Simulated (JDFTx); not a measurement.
# CuAu under changes of volume

One of the cells (14.556 Å³/atom); the others are scaled copies at fixed shape and fractional positions:

```xyz
2
Lattice="2.8107 0.0000 0.0000 0.0000 2.8107 0.0000 0.0000 0.0000 3.6850" Properties=species:S:1:pos:R:3 pbc="T T T"
Au    0.0000    0.0000    0.0000
Cu    1.4054    1.4054    1.8425
```

```yaml
Program: JDFTx 1.7.0 (patched build)
Functional: PBEsol
Potentials_or_basis: PseudoDojo-SR-PBEsol-0.4.1-standard with smoothed tails
Cutoff: 1252 eV
Density_cutoff: 10014 eV
k_mesh: 9 × 9 × 7
Occupations: fermi-dirac, width 0.05 eV
Spin: no spin polarisation
```

```tsv
volume (Å³/atom)	energy over the lowest point (meV/atom)	pressure (GPa)
13.683	10.13	6.9
13.974	1.47	2.7
14.265	0.00	-1.0
14.556	4.83	-4.3
14.847	?	?
15.139	30.40	-9.6
15.430	49.80	-11.7
```

**Question.** What does the run at 14.847 Å³/atom give?

**Answer.** Energy over the lowest point 15.20 meV/atom; pressure -7.1 GPa.

Worked out: A Birch-Murnaghan fit of order 3 (a polynomial in V^(-2/3)) to the other rows has its minimum at 14.18 Å³/atom with B0 = V·E''(V) = 175 GPa and B' = 5.5 at fixed shape and positions, which overstates the stiffness. It gives 15.17 meV/atom at 14.847 Å³/atom, against the run's 15.20, and -dE/dV = -7.1 GPa, against -7.1.

Energies are extrapolated to zero smearing.
